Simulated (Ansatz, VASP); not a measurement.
**KCl in VASP and in Ansatz**

The input INCAR:

```
ALGO = Normal
EDIFF = 1E-6
ENCUT = 520
GGA = PE
ISIF = 2
ISMEAR = -1
LASPH = T
LCHARG = F
LREAL = F
LWAVE = F
NBANDS = 15
NELM = 80
PREC = Accurate
SIGMA = 0.02
```

KPOINTS

```
k-points
0
Gamma
  8 8 8
```

File POSCAR:

```
KCl
1.0
    0.0000000000      3.0190543798      3.1785270824
    3.0190543798      0.0000000000      3.1785270824
    3.0190543798      3.0190543798      0.0000000000
K Cl
1 1
Direct
    0.0000000000      0.0000000000      0.0000000000
    0.5000000000      0.5000000000      0.5000000000
```

Input for Ansatz:

```yaml
crystal:
  lattice:
    - [0.0, 3.0190543798, 3.1785270824]
    - [3.0190543798, 0.0, 3.1785270824]
    - [3.0190543798, 3.0190543798, 0.0]
  atoms:
    - { symbol: K, position: [0.0, 0.0, 0.0] }
    - { symbol: Cl, position: [0.5, 0.5, 0.5] }
kpoints:
  mp_grid: { grid: [8, 8, 8] }
  band_path:
    path:
      - [0.0, 0.0, 0.0]
      - [0.5, 0.0, 0.5]
      - [0.625, 0.25, 0.625]
      - [0.375, 0.375, 0.75]
      - [0.5, 0.5, 0.5]
      - [0.5, 0.25, 0.75]
    npoints: 1
hamiltonian:
  xc: pbe
scf:
  occupations: { method: fermi_dirac, width: 0.02 }
  n_extra_bands: 4
output:
  forces: true
  stress: true
  eigenvalues: true
```

Change from the starting cell: epitaxial_xy strain -4.0%.

Alike in both runs: task single point; functional PBE; k mesh 8 × 8 × 8; occupations fermi-dirac, width 0.02 eV; no spin polarisation.

|  | VASP | Ansatz |
| --- | --- | --- |
| version | VASP 6.6.1 | Ansatz 0.2.0 |
| potentials or method | VASP PAW PBE potentials, release 64 (K_sv, Cl) | plane waves, PAW |
| plane-wave cutoff (eV) | 520 | 420 |
| valence electrons in the cell | 16 | 16 |

VASP gave:

| Quantity | Value |
| --- | --- |
| gap on the k mesh at the Fermi level (eV) | 5.41 |
| pressure (GPa) | 2.7 |
| largest component of the traceless stress (GPa) | 1.75 |

Question: Which values does Ansatz return?

Answer: gap on the k mesh at the Fermi level (eV): 5.42; pressure (GPa): 2.6; largest component of the traceless stress (GPa): 1.72.

The functional is the same, so the differences come from potentials, cutoffs and numerics.

A k mesh can miss the band edges.
